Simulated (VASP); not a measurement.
# Cu in VASP: relaxation of the atoms with PBEsol

Aim: the relaxation of the atoms of Cu with PBEsol.

Everything below comes from runs of VASP 6.6.1. Logs are shortened: lines on timing, memory, paths and dates and some standing lists are left out, and cuts for length are marked.

### 1 The structure

The cell holds a slab with vacuum, 11 atoms: a = 3.569 Å, b = 2.524 Å, c = 27.618 Å, α = 90.00°, β = 90.00°, γ = 90.00°.

The cell was built by a generator and needn't be a form met in nature.

### 2 Relaxation of the atoms, PBEsol

Contents of INCAR:

```
SYSTEM = Cu
ALGO = Normal
EDIFF = 1E-6
EDIFFG = -0.01
ENCUT = 520
GGA = PS
IBRION = 2
ISIF = 2
ISMEAR = 1
KPAR = 8
LASPH = .True.
LCHARG = .False.
LREAL = .False.
LWAVE = .False.
NELM = 60
NSW = 40
PREC = Accurate
SIGMA = 0.2
```

Contents of KPOINTS:

```
k-points
0
Gamma
  12 18 1
  0 0 0
```

Contents of POSCAR:

```
Cu
1.0
    3.5690000000      0.0000000000      0.0000000000
    0.0000000000      2.5236641021      0.0000000000
    0.0000000000      0.0000000000     27.6183205103
Cu
11
Direct
    0.0000000000      0.0000000000      0.2715588733
    0.5000000000      0.5000000000      0.3172470986
    0.0000000000      0.0000000000      0.3629353240
    0.5000000000      0.5000000000      0.4086235493
    0.0000000000      0.0000000000      0.4543117747
    0.5000000000      0.5000000000      0.5000000000
    0.0000000000      0.0000000000      0.5456882253
    0.5000000000      0.5000000000      0.5913764507
    0.0000000000      0.0000000000      0.6370646760
    0.5000000000      0.5000000000      0.6827529014
    0.0000000000      0.0000000000      0.7284411267
```

Potentials or basis: VASP PAW PBE potentials, release 64 (Cu).

Launch:

```
> cat potpaw_PBE.64/Cu/POTCAR > POTCAR
> mpirun -np 8 vasp_std > vasp.out
```

OUTCAR:

```text
SYSTEM = Cu
   EDIFF = 1E-6
   EDIFFG = -0.01
   ENCUT = 520
   GGA = PS
   IBRION = 2
   ISIF = 2
   ISMEAR = 1
   LASPH = .True.
   LREAL = .False.
   NELM = 60
   NSW = 40
   PREC = Accurate

 ion  position               nearest neighbor table
   1  0.000  0.000  0.272-   2 2.52   2 2.52   2 2.52   2 2.52   3 2.52
   2  0.500  0.500  0.317-   1 2.52   1 2.52   1 2.52   1 2.52   4 2.52   3 2.52   3 2.52   3 2.52
                             3 2.52
   3  0.000  0.000  0.363-   4 2.52   4 2.52   4 2.52   4 2.52   1 2.52   5 2.52   2 2.52   2 2.52
                             2 2.52   2 2.52
   4  0.500  0.500  0.409-   3 2.52   3 2.52   3 2.52   3 2.52   6 2.52   2 2.52   5 2.52   5 2.52
                             5 2.52   5 2.52
   5  0.000  0.000  0.454-   7 2.52   6 2.52   6 2.52   6 2.52   6 2.52   3 2.52   4 2.52   4 2.52
                             4 2.52   4 2.52
   6  0.500  0.500  0.500-   5 2.52   7 2.52   5 2.52   7 2.52   5 2.52   7 2.52   5 2.52   7 2.52
                             4 2.52   8 2.52
   7  0.000  0.000  0.546-   5 2.52   6 2.52   6 2.52   6 2.52   6 2.52   9 2.52   8 2.52   8 2.52
                             8 2.52   8 2.52
   8  0.500  0.500  0.591-   9 2.52   9 2.52   9 2.52   9 2.52   6 2.52  10 2.52   7 2.52   7 2.52
                             7 2.52   7 2.52
   9  0.000  0.000  0.637-   8 2.52   8 2.52   8 2.52   8 2.52  11 2.52   7 2.52  10 2.52  10 2.52
                            10 2.52  10 2.52
  10  0.500  0.500  0.683-  11 2.52  11 2.52  11 2.52  11 2.52   8 2.52   9 2.52   9 2.52   9 2.52
                             9 2.52
  11  0.000  0.000  0.728-  10 2.52  10 2.52  10 2.52  10 2.52   9 2.52

  LATTYP: Found a simple orthorhombic cell.
 ALAT       =     2.5236641021
 B/A-ratio  =     1.4142135623
 C/A-ratio  =    10.9437387041

  Lattice vectors:

 A1 = (   0.0000000000,  -2.5236641021,   0.0000000000)
 A2 = (   3.5690000000,   0.0000000000,   0.0000000000)
 A3 = (   0.0000000000,   0.0000000000,  27.6183205103)

Analysis of symmetry for initial positions (statically):
=====================================================================
 Subroutine PRICEL returns:
 Original cell was already a primitive cell.

 Routine SETGRP: Setting up the symmetry group for a
 simple orthorhombic supercell.

 Subroutine GETGRP returns: Found  8 space group operations
 (whereof  8 operations were pure point group operations)
 out of a pool of  8 trial point group operations.

The static configuration has the point symmetry D_2h.

Analysis of symmetry for dynamics (positions and initial velocities):
=====================================================================
 Subroutine PRICEL returns:
 Original cell was already a primitive cell.

 Routine SETGRP: Setting up the symmetry group for a
 simple orthorhombic supercell.

 Subroutine GETGRP returns: Found  8 space group operations
 (whereof  8 operations were pure point group operations)
 out of a pool of  8 trial point group operations.

The dynamic configuration has the point symmetry D_2h.

 Subroutine INISYM returns: Found  8 space group operations
 (whereof  8 operations are pure point group operations),
 and found     1 'primitive' translations

----------------------------------------------------------------------------------------

                                     Primitive cell

  volume of cell :     248.7570

  direct lattice vectors                    reciprocal lattice vectors
     3.569000000  0.000000000  0.000000000     0.280190530  0.000000000  0.000000000
     0.000000000  2.523664102  0.000000000     0.000000000  0.396249247  0.000000000
     0.000000000  0.000000000 27.618320510     0.000000000  0.000000000  0.036207850

  length of vectors
     3.569000000  2.523664102 27.618320510     0.280190530  0.396249247  0.036207850

  position of ions in fractional coordinates (direct lattice)
     0.000000000  0.000000000  0.271558873
     0.500000000  0.500000000  0.317247099
     0.000000000  0.000000000  0.362935324
     0.500000000  0.500000000  0.408623549
     0.000000000  0.000000000  0.454311775
     0.500000000  0.500000000  0.500000000
     0.000000000  0.000000000  0.545688225
     0.500000000  0.500000000  0.591376451
     0.000000000  0.000000000  0.637064676
     0.500000000  0.500000000  0.682752901
     0.000000000  0.000000000  0.728441127

  ion indices of the primitive-cell ions
   primitive index   ion index
                 1           1
                 2           2
                 3           3
                 4           4
                 5           5
                 6           6
                 7           7
                 8           8
                 9           9
                10          10
                11          11

----------------------------------------------------------------------------------------

 KPOINTS: k-points

Automatic generation of k-mesh.
 Grid dimensions read from file:
 generate k-points for:   12   18    1

 Generating k-lattice:

  Cartesian coordinates                     Fractional coordinates (reciprocal lattice)
     0.023349211  0.000000000  0.000000000     0.083333333  0.000000000  0.000000000
     0.000000000  0.022013847  0.000000000     0.000000000  0.055555556  0.000000000
     0.000000000  0.000000000  0.036207850     0.000000000  0.000000000  1.000000000

  Length of vectors
     0.023349211  0.022013847  0.036207850

  Shift w.r.t. Gamma in fractional coordinates (k-lattice)
     0.000000000  0.000000000  0.000000000

 Subroutine IBZKPT returns following result:
 ===========================================

 Found     70 irreducible k-points:

 Following reciprocal coordinates:
            Coordinates               Weight
  0.000000  0.000000  0.000000      1.000000
  0.083333  0.000000  0.000000      2.000000
  0.166667  0.000000  0.000000      2.000000
  0.250000  0.000000  0.000000      2.000000
  0.333333  0.000000  0.000000      2.000000
  0.416667  0.000000  0.000000      2.000000
[... 16 lines left out ...]
  0.083333  0.166667  0.000000      4.000000
  0.166667  0.166667  0.000000      4.000000
 [... further k-points ...]
   k-points           NKPTS =     70   k-points in BZ     NKDIM =     70   number of bands    NBANDS=     72
   number of dos      NEDOS =    301   number of ions     NIONS =     11
   total plane-waves  NPLWV = 117600
   dimension x,y,z NGX =    28 NGY =   20 NGZ =  210
   dimension x,y,z NGXF=    56 NGYF=   40 NGZF=  420
   ions per type =              11
   NGX,Y,Z   is equivalent  to a cutoff of  13.04, 13.17, 12.64 a.u.
   NGXF,Y,Z  is equivalent  to a cutoff of  26.09, 26.35, 25.28 a.u.
 SYSTEM =  Cu
   PREC   = accura    normal or accurate (medium, high low for compatibility)
   ISTART =      0    job   : 0-new  1-cont  2-samecut
   ICHARG =      2    charge: 1-file 2-atom 10-const
   ISPIN  =      1    spin polarized calculation?
   LNONCOLLINEAR =      F non collinear calculations
   LSORBIT =      F    spin-orbit coupling
   LASPH  =      T    aspherical Exc in radial PAW
   ENCUT  =  520.0 eV  38.22 Ry    6.18 a.u.   6.64  4.69 51.35*2*pi/ulx,y,z
   NELM   =     60;   NELMIN=  2; NELMDL= -5     # of ELM steps
   EDIFF  = 0.1E-05   stopping-criterion for ELM
   LREAL  =      F    real-space projection
   EDIFFG = -.1E-01   stopping-criterion for IOM
   NSW    =     40    number of steps for IOM
   IBRION =      2    ionic relax: 0-MD 1-quasi-New 2-CG
   NFREE  =      1    steps in history (QN), initial steepest desc. (CG)
   ISIF   =      2    stress and relaxation
   ISYM   =      2    0-nonsym 1-usesym 2-fastsym
   POTIM  = 0.5000    time-step for ionic-motion
   TEBEG  =    0.0;   TEEND  =   0.0 temperature during run
   PSTRESS=    0.0 pullay stress
   NELECT =     121.0000    total number of electrons
   NUPDOWN=      -1.0000    fix difference up-down
   EMIN   =  10.00;   EMAX   =-10.00  energy-range for DOS
   EFERMI =   0.00;   METHOD = LEGACY
   ISMEAR =     1;   SIGMA  =   0.20  broadening in eV -4-tet -1-fermi 0-gaus
   EFERMI_NEDOS =   21; number of points for ismear=-14 and -15
   IALGO  =     38    algorithm
   IMIX   =      4    mixing-type and parameters
     AMIX     =   0.40;   BMIX     =  1.00
     AMIX_MAG =   1.60;   BMIX_MAG =  1.00
  volume/ion in A,a.u.               =      22.61       152.61
  Fermi-wavevector in a.u.,A,eV,Ry     =   1.287493  2.433009 22.553533  1.657638
  Thomas-Fermi vector in A             =   2.419504
   LORBIT       =      0    0 simple, 1 ext, 2 COOP (PROOUT), +10 PAW based schemes
   GGA     = PS    functional components
   LHFCALC =     F    Hartree Fock is set to
   AEXX    =    0.0000 exact exchange contribution
   IVDW    =     0    specifies the selected vdW correction
   LEPSILON=     F    determine dielectric tensor
   LRPA    =     F    only Hartree local field effects (RPA)
 conjugate gradient relaxation of ions
 non-spin polarized calculation
 Methfessel and Paxton  Order N= 1 SIGMA  =   0.20
  energy-cutoff  :      520.00
  volume of cell :      248.76
 maximum number of plane-waves:      6749
 NGX is ok and might be reduce to    28
   NGX = 13   NGY =  9   NGZ =103

--------------------------------------- Ionic step        1  -------------------------------------------

 number of electron     120.9999903 magnetization

 Free energy of the ion-electron system (eV)
  ---------------------------------------------------
  ext. energy  EPLUGINS =         0.00000000
  ---------------------------------------------------
  free energy    TOTEN  =       -45.22982153 eV

  energy without entropy =      -45.23806734  energy(sigma->0) =      -45.23257013

------------------------ aborting loop because EDIFF is reached ----------------------------------------

  FORCE on cell =-STRESS in cart. coord.  units (eV):
  Direction    XX          YY          ZZ          XY          YZ          ZX
  --------------------------------------------------------------------------------------
  -------------------------------------------------------------------------------------
  Total       -2.9449014     -2.1634528     -1.9205247      0.0000000      0.0000000      0.0000000
  in kB      -18.9673202    -13.9342191    -12.3695849      0.0000000      0.0000000      0.0000000
  external PRESSURE =     -15.0903747 kB  Pullay stress =       0.0000000 kB
[... 116 lines left out ...]
  FREE ENERGIE OF THE ION-ELECTRON SYSTEM (eV)
  ---------------------------------------------------
  free  energy   TOTEN  =       -45.2829909001 eV

  energy  without entropy=      -45.2912634653  energy(sigma->0) =      -45.28574842

[... ionic steps 4 to 10 ...]

--------------------------------------- Ionic step       11  -------------------------------------------

 number of electron     120.9999905 magnetization

------------------------ aborting loop because EDIFF is reached ----------------------------------------

  FORCE on cell =-STRESS in cart. coord.  units (eV):
  Direction    XX          YY          ZZ          XY          YZ          ZX
  --------------------------------------------------------------------------------------
  -------------------------------------------------------------------------------------
  Total       -1.5094082     -1.4320009     -0.2181001      0.0000000      0.0000000      0.0000000
  in kB       -9.7216937     -9.2231337     -1.4047245      0.0000000      0.0000000      0.0000000
  external PRESSURE =      -6.7831840 kB  Pullay stress =       0.0000000 kB
[... 75 lines left out ...]
  energy  without entropy=      -45.2965782811  energy(sigma->0) =      -45.29074531

--------------------------------------- Ionic step       13  -------------------------------------------

 number of electron     120.9999910 magnetization

 Free energy of the ion-electron system (eV)
  ---------------------------------------------------
  ext. energy  EPLUGINS =         0.00000000
  ---------------------------------------------------
  free energy    TOTEN  =       -45.28802289 eV

  energy without entropy =      -45.29679516  energy(sigma->0) =      -45.29094698

 E-fermi :   1.7973     XC(G=0):  -7.2745

 val. band max:        1.7851372460   @ k =   0.0000   0.5000   0.0000
 cond. band min:       1.8033512403   @ k =   0.1667   0.5000   0.0000
 fundamental gap:      0.0182139943
 Fermi energy:         1.7973170302

 k-point     1 :       0.0000    0.0000    0.0000
  band No.  band energies     occupation
      1      -7.7341      2.00000
      2      -7.1841      2.00000
      3      -6.3264      2.00000
      4      -5.2325      2.00000
      5      -4.0280      2.00000
      6      -3.2539      2.00000
[... 1789 lines left out ...]
     71       7.6927      0.00000
     72       8.6658      0.00000

 [... further k-points ...]

------------------------ aborting loop because EDIFF is reached ----------------------------------------

  FORCE on cell =-STRESS in cart. coord.  units (eV):
  Direction    XX          YY          ZZ          XY          YZ          ZX
  --------------------------------------------------------------------------------------
  -------------------------------------------------------------------------------------
  Total       -1.4845055     -1.4284689     -0.1577697     -0.0000000      0.0000000      0.0000000
  in kB       -9.5613017     -9.2003849     -1.0161526     -0.0000000      0.0000000      0.0000000
  external PRESSURE =      -6.5926131 kB  Pullay stress =       0.0000000 kB
[... 26 lines left out ...]
  FREE ENERGIE OF THE ION-ELECTRON SYSTEM (eV)
  ---------------------------------------------------
  free  energy   TOTEN  =       -45.2880228923 eV

  energy  without entropy=      -45.2967951612  energy(sigma->0) =      -45.29094698

 reached required accuracy - stopping structural energy minimisation
```

It took 30 min on 8 MPI ranks of Intel Xeon Platinum 8488C (Sapphire Rapids), shared host; peak memory 0.92 GiB.

What came out:

```
Free energy                  : -45.2880 eV
Energy gained by relaxing    : 5.3 meV/atom
Ionic steps                  : 13
Largest force after relaxing : 0.010 eV/Å
Band gap on the k mesh       : none (metal or under the smearing width)
```

Forces on the atoms (eV/Å):
```
Cu   0.000  0.000  0.009
Cu   0.000  0.000  0.004
Cu   0.000  0.000 -0.003
Cu   0.000  0.000 -0.010
Cu   0.000  0.000 -0.001
Cu   0.000  0.000  0.000
Cu   0.000  0.000  0.001
Cu   0.000  0.000  0.010
Cu   0.000  0.000  0.003
Cu   0.000  0.000 -0.004
Cu   0.000  0.000 -0.009
```

The path:
```
step  energy change (eV)  largest force (eV/Å)  pressure (GPa)
   1              0.0000                0.4790           -1.51
   2             -0.0307                0.3368           -1.35
   3             -0.0532                0.0949           -1.01
   4             -0.0533                0.0913           -1.04
   5             -0.0551                0.0408           -1.03
   6             -0.0558                0.0403           -0.99
   7             -0.0563                0.0293           -0.91
   8             -0.0570                0.0426           -0.81
   9             -0.0575                0.0296           -0.78
  10             -0.0578                0.0199           -0.74
  11             -0.0580                0.0387           -0.68
  12             -0.0580                0.0331           -0.70
  13             -0.0582                0.0097           -0.66
```

Final structure:
```
CELL_PARAMETERS angstrom
3.56900 0.00000 0.00000
0.00000 2.52366 0.00000
0.00000 0.00000 27.61832
ATOMIC_POSITIONS crystal
Cu 0.00000 0.00000 0.27519
Cu 0.50000 0.50000 0.31642
Cu 0.00000 0.00000 0.36373
Cu 0.50000 0.50000 0.40890
Cu 0.00000 0.00000 0.45448
Cu 0.50000 0.50000 0.50000
Cu 0.00000 0.00000 0.54552
Cu 0.50000 0.50000 0.59110
Cu 0.00000 0.00000 0.63627
Cu 0.50000 0.50000 0.68358
Cu 0.00000 0.00000 0.72481
```

Caveat: the PAW data sets were made with another functional, which shifts forces and pressure a little.
